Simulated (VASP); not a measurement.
# GdN (Fm-3m) in VASP: a series of runs

One crystal, GdN, is run at these levels: PBE+U; tasks: single point.

Everything below comes from runs of VASP 6.6.1. Logs are shortened: lines on timing, memory, paths and dates and some standing lists are left out, and cuts for length are marked.

## 1. The structure

It takes space group Fm-3m (No. 225, cubic). The conventional cell has a = 5.120 Å, b = 5.120 Å, c = 5.120 Å, α = 90.00°, β = 90.00°, γ = 90.00°. Gd (site symmetry m-3m) is surrounded by 6 N at 2.56 Å. N (site symmetry m-3m) has 6 Gd at 2.56 Å as nearest neighbours.

The cell comes from a database or a generator and needn't be the stable form of this composition.

## 2. Single point, PBE+U, collinear spin, ferromagnetic start

File INCAR:

```
SYSTEM = GdN
PREC = Accurate ; ENCUT = 520
EDIFF = 1E-6 ; ISMEAR = -1
SIGMA = 0.05 ; LREAL = .False.
LASPH = .True. ; NELM = 150
ALGO = Normal ; ISIF = 2
LWAVE = .False. ; LCHARG = .True.
ISPIN = 2 ; MAGMOM = 7 7 0 0
LORBIT = 11 ; LMAXMIX = 6
LDAU = .True. ; LDAUTYPE = 2
LDAUL = 3 -1 ; LDAUU = 6 0
LDAUJ = 0 0 ; LDAUPRINT = 1
GGA = PE ; LELF = .True.
LVHAR = .True.
```

File KPOINTS:

```
regular mesh
0
Gamma
  8 8 6
  0 0 0
```

File POSCAR:

```
GdN
1.0
    2.5600000000     -2.5600000000      0.0000000000
    2.5600000000      2.5600000000      0.0000000000
    0.0000000000      0.0000000000      5.1200000000
Gd N
2 2
Direct
    0.0000000000      0.0000000000      0.0000000000
    0.5000000000      0.5000000000      0.5000000000
    0.5000000000      0.5000000000      0.0000000000
    0.0000000000      0.0000000000      0.5000000000
```

Potentials or basis: VASP PAW PBE potentials, release 64 (Gd, N).

Started as:

```sh
> cat potpaw_PBE.64/Gd/POTCAR potpaw_PBE.64/N/POTCAR > POTCAR
> mpirun -np 1 vasp_std > vasp.out
```

OUTCAR:

```text
SYSTEM = GdN
   PREC = Accurate
   ENCUT = 520
   EDIFF = 1E-6
   ISMEAR = -1
   LREAL = .False.
   LASPH = .True.
   NELM = 150
   ISIF = 2
   ISPIN = 2
   LORBIT = 11
   GGA = PE

 ion  position               nearest neighbor table
   1  0.000  0.000  0.000-   3 2.56   4 2.56   4 2.56   3 2.56   3 2.56   3 2.56
   2  0.500  0.500  0.500-   3 2.56   4 2.56   3 2.56   4 2.56   4 2.56   4 2.56
   3  0.500  0.500  0.000-   1 2.56   2 2.56   2 2.56   1 2.56   1 2.56   1 2.56
   4  0.000  0.000  0.500-   1 2.56   2 2.56   1 2.56   2 2.56   2 2.56   2 2.56

  LATTYP: Found a simple tetragonal cell.
 ALAT       =     3.6203867197
 C/A-ratio  =     1.4142135624

  Lattice vectors:

 A1 = (   2.5600000000,  -2.5600000000,   0.0000000000)
 A2 = (   2.5600000000,   2.5600000000,   0.0000000000)
 A3 = (   0.0000000000,   0.0000000000,   5.1200000000)

Analysis of symmetry for initial positions (statically):
=====================================================================
 Subroutine PRICEL returns following result:

  LATTYP: Found a face centered cubic cell.
 ALAT       =     5.1200000000
[... 12 lines left out ...]
 Subroutine GETGRP returns: Found 16 space group operations
 (whereof 16 operations were pure point group operations)
 out of a pool of 16 trial point group operations.

The static configuration has the point symmetry D_4h.

Analysis of symmetry for dynamics (positions and initial velocities):
=====================================================================
 Subroutine PRICEL returns following result:

  LATTYP: Found a face centered cubic cell.
 ALAT       =     5.1200000000
[... 12 lines left out ...]
 Subroutine GETGRP returns: Found 16 space group operations
 (whereof 16 operations were pure point group operations)
 out of a pool of 16 trial point group operations.

The dynamic configuration has the point symmetry D_4h.

Analysis of structural, dynamic, and magnetic symmetry:
=====================================================================
[... 239 lines left out ...]
  o =  0.9908  v = -0.0044  0.0000  0.0058  0.0000  0.7916 -0.0000  0.6110  0.0000  0.0000  0.0000  0.0000  0.0000  0.0000  0.0000      0.0000  0.0000  0.0000  0.0000  0.0000  0.0000  0.0000  0.0000  0.0000  0.0000  0.0000  0.0000  0.0000  0.0000
  o =  0.9927  v = -0.0000 -0.0000 -0.0000 -1.0000 -0.0000 -0.0000  0.0000  0.0000  0.0000  0.0000  0.0000  0.0000  0.0000  0.0000      0.0000  0.0000  0.0000  0.0000  0.0000  0.0000  0.0000  0.0000  0.0000  0.0000  0.0000  0.0000  0.0000  0.0000
  o =  0.9927  v =  0.7916  0.0000  0.6110  0.0000 -0.0011 -0.0000  0.0014  0.0000  0.0000  0.0000  0.0000  0.0000  0.0000  0.0000      0.0000  0.0000  0.0000  0.0000  0.0000  0.0000  0.0000  0.0000  0.0000  0.0000  0.0000  0.0000  0.0000  0.0000
  o =  0.9927  v =  0.0014 -0.0000  0.0011 -0.0000  0.6110 -0.0000 -0.7916  0.0000  0.0000  0.0000  0.0000  0.0000  0.0000  0.0000      0.0000  0.0000  0.0000  0.0000  0.0000  0.0000  0.0000  0.0000  0.0000  0.0000  0.0000  0.0000  0.0000  0.0000

 number of electron      46.0000013 magnetization      14.0000668

 Free energy of the ion-electron system (eV)
  ---------------------------------------------------
  ext. energy  EPLUGINS =         0.00000000
  ---------------------------------------------------
  free energy    TOTEN  =       -45.50248198 eV

  energy without entropy =      -45.50122272  energy(sigma->0) =      -45.50185235

 E-fermi :   3.3732     XC(G=0): -11.1681

 val. band max:        3.3406015108   @ k =   0.0000   0.0000   0.1667
 cond. band min:       3.4610376536   @ k =   0.3750   0.3750   0.0000
 fundamental gap:      0.1204361428
 Fermi energy:         3.3732037198

 spin component 1

 k-point     1 :       0.0000    0.0000    0.0000
  band No.  band energies     occupation
      1     -40.6663      1.00000
      2     -40.5835      1.00000
      3     -18.3699      1.00000
      4     -17.9623      1.00000
      5     -17.9623      1.00000
      6     -17.7031      1.00000
[... 1769 lines left out ...]
     33       9.3631      0.00000
     34       9.3631      0.00000

 [... further k-points ...]

------------------------ aborting loop because EDIFF is reached ----------------------------------------

  FORCE on cell =-STRESS in cart. coord.  units (eV):
  Direction    XX          YY          ZZ          XY          YZ          ZX
  --------------------------------------------------------------------------------------
  -------------------------------------------------------------------------------------
  Total       -3.6073633     -3.6073633     -3.6265049      0.0000000      0.0000000      0.0000000
  in kB      -86.1232842    -86.1232842    -86.5802752      0.0000000      0.0000000      0.0000000
  external PRESSURE =     -86.2756146 kB  Pullay stress =       0.0000000 kB

 VOLUME and BASIS-vectors are now :
 -----------------------------------------------------------------------------
  energy-cutoff  :      520.00
  volume of cell :       67.11
      direct lattice vectors                 reciprocal lattice vectors
     2.560000000 -2.560000000  0.000000000     0.195312500 -0.195312500  0.000000000
     2.560000000  2.560000000  0.000000000     0.195312500  0.195312500  0.000000000
     0.000000000  0.000000000  5.120000000     0.000000000  0.000000000  0.195312500

 POSITION                                       TOTAL-FORCE (eV/Angst)
 -----------------------------------------------------------------------------------
      0.00000      0.00000      0.00000         0.000000      0.000000     -0.000000
      2.56000      0.00000      2.56000         0.000000     -0.000000      0.000000
      2.56000      0.00000      0.00000        -0.000000      0.000000     -0.000000
      0.00000      0.00000      2.56000        -0.000000      0.000000     -0.000000
 -----------------------------------------------------------------------------------
    total drift:                                0.000000      0.000000      0.000000

  FREE ENERGIE OF THE ION-ELECTRON SYSTEM (eV)
  ---------------------------------------------------
  free  energy   TOTEN  =       -45.5024819823 eV

  energy  without entropy=      -45.5012227199  energy(sigma->0) =      -45.50185235

 total charge

# of ion       s       p       d       f       tot
--------------------------------------------------
    1        2.031   5.654   0.498   6.969  15.152
    2        2.031   5.654   0.498   6.969  15.152
    3        1.245   2.350   0.000   0.000   3.595
    4        1.245   2.350   0.000   0.000   3.595
--------------------------------------------------
tot          6.552  16.008   0.996  13.939  37.495

 magnetization (x)

# of ion       s       p       d       f       tot
--------------------------------------------------
    1       -0.006  -0.087   0.067   6.899   6.873
    2       -0.006  -0.087   0.067   6.899   6.873
    3       -0.008  -0.102   0.000   0.000  -0.110
    4       -0.008  -0.102   0.000   0.000  -0.110
--------------------------------------------------
tot         -0.029  -0.379   0.135  13.798  13.525
```

OSZICAR:

```text
N       E                     dE             d eps       ncg     rms          rms(c)
DAV:   1     0.367229040134E+03    0.36723E+03   -0.16386E+04 11768   0.716E+03
DAV:   2     0.562027073984E+02   -0.31103E+03   -0.25498E+03 12618   0.551E+02
[... 18 lines left out ...]
DAV:  21    -0.455050332540E+02    0.25219E-02   -0.24548E-03 13776   0.238E-01    0.712E+00
DAV:  22    -0.455023296540E+02    0.27036E-02   -0.11017E-02 14062   0.957E-01    0.187E+00
DAV:  23    -0.455024183592E+02   -0.88705E-04   -0.51198E-03 15768   0.417E-01    0.406E-01
DAV:  24    -0.455024875135E+02   -0.69154E-04   -0.80647E-04 14958   0.118E-01    0.590E-01
DAV:  25    -0.455024811760E+02    0.63375E-05   -0.33721E-05 11288   0.500E-02    0.352E-01
DAV:  26    -0.455024819823E+02   -0.80632E-06   -0.58280E-06  9402   0.144E-02
   1 F= -.45502482E+02 E0= -.45501852E+02  d E =-.125926E-02  mag=    14.0001
```

Wall time 10 min (1 thread of Intel Xeon Platinum 8259CL at 2.50GHz (Skylake/Cascade Lake), shared host); peak memory 0.35 GiB.

What came out:

| Item | Value |
| --- | --- |
| Free energy | -45.5025 eV |
| Pressure | -8.6 GPa |
| Band gap on the k mesh | none (metal or under the smearing width) |
| Net moment | 14.00 μB per cell |
| Site moments | Gd +6.87; N -0.11 μB |
| Valence electrons inside the program's atomic spheres | Gd 15.15; N 3.60 |

Eigenvalues of the final occupation matrices:
```
    site  spin  trace                         eigenvalues
site 1 f     1   6.94  0.99 0.99 0.99 0.99 0.99 0.99 0.99
site 1 f     2   0.04  0.00 0.00 0.00 0.00 0.01 0.01 0.01
site 2 f     1   6.94  0.99 0.99 0.99 0.99 0.99 0.99 0.99
site 2 f     2   0.04  0.00 0.00 0.00 0.00 0.01 0.01 0.01
```

Caveat: spin-orbit coupling is left out, which moves the levels of the heavy elements. The state reached can hang on the start; a lower one may exist.

## 3. Single point, PBE+U, collinear spin, antiferromagnetic start

Changes to INCAR since step 2:

```diff
@@ -7,3 +7,3 @@
 LWAVE = .False. ; LCHARG = .True.
-ISPIN = 2 ; MAGMOM = 7 7 0 0
+ISPIN = 2 ; MAGMOM = 7 -7 0 0
 LORBIT = 11 ; LMAXMIX = 6
```

KPOINTS is that of step 2.

POSCAR is that of step 2.

Potentials or basis: VASP PAW PBE potentials, release 64 (Gd, N).

Started as:

```sh
> cat potpaw_PBE.64/Gd/POTCAR potpaw_PBE.64/N/POTCAR > POTCAR
> mpirun -np 1 vasp_std > vasp.out
```

Wall time 13 min (1 thread of Intel Xeon Platinum 8259CL at 2.50GHz (Skylake/Cascade Lake), shared host); peak memory 0.34 GiB.

Results (log left out):

```
Free energy                                           : -45.4885 eV
Pressure                                              : -8.6 GPa
Band gap on the k mesh                                : 0.16 eV
Net moment                                            : 0.00 μB per cell
Site moments                                          : Gd +6.86, -6.86; N -0.04, +0.04 μB
Valence electrons inside the program's atomic spheres : Gd 15.15; N 3.60
```

Stress tensor (GPa, compression positive):
```
-8.68  0.00  0.00
 0.00 -8.68  0.00
 0.00  0.00 -8.58
```

Levels at points of the mesh, in eV from the valence-band top:
Spin up:
| k point | band 19 | band 20 | band 21 | band 22 | band 23 | band 24 | band 25 | band 26 | band 27 |
| --- | --- | --- | --- | --- | --- | --- | --- | --- | --- |
| (0.00, 0.00, 0.00) | -0.35 | -0.35 | -0.03 | 0.00 | 0.00 | 0.16 | 2.93 | 2.96 | 3.02 |
| (0.50, 0.00, 0.00) | -2.89 | -1.93 | -1.78 | -1.27 | -1.25 | 3.36 | 4.06 | 4.36 | 4.44 |
| (0.50, 0.50, 0.00) | -1.22 | -0.40 | -0.32 | -0.32 | -0.25 | 0.18 | 0.18 | 4.74 | 4.74 |
| (0.00, 0.00, 0.50) | -2.30 | -0.57 | -0.57 | -0.31 | -0.31 | 0.93 | 1.61 | 4.18 | 4.43 |
| (0.50, 0.00, 0.50) | -3.74 | -2.16 | -2.11 | -2.03 | -1.98 | 4.43 | 4.54 | 4.65 | 4.75 |
| (0.50, 0.50, 0.50) | -1.84 | -1.36 | -1.36 | -1.25 | -1.25 | 3.10 | 3.10 | 4.04 | 4.04 |
Spin down:
```tsv
k point	band 21	band 22	band 23	band 24	band 25	band 26
(0.00, 0.00, 0.00)	-0.03	0.00	0.00	0.16	2.93	2.96
(0.50, 0.00, 0.00)	-1.78	-1.27	-1.25	3.36	4.06	4.36
(0.50, 0.50, 0.00)	-0.32	-0.32	-0.25	0.18	0.18	4.74
(0.00, 0.00, 0.50)	-0.57	-0.31	-0.31	0.93	1.61	4.19
(0.50, 0.00, 0.50)	-2.11	-2.03	-1.98	4.43	4.54	4.65
(0.50, 0.50, 0.50)	-1.36	-1.25	-1.25	3.10	3.10	4.04
```

Eigenvalues of the final occupation matrices:
```tsv
site	spin	trace	eigenvalues
site 1 f	1	6.94	0.99 0.99 0.99 0.99 0.99 0.99 0.99
site 1 f	2	0.04	0.00 0.00 0.00 0.00 0.01 0.01 0.01
site 2 f	1	0.04	0.00 0.00 0.00 0.00 0.01 0.01 0.01
site 2 f	2	6.94	0.99 0.99 0.99 0.99 0.99 0.99 0.99
```

Caveat: spin-orbit coupling is left out, which moves the levels of the heavy elements.
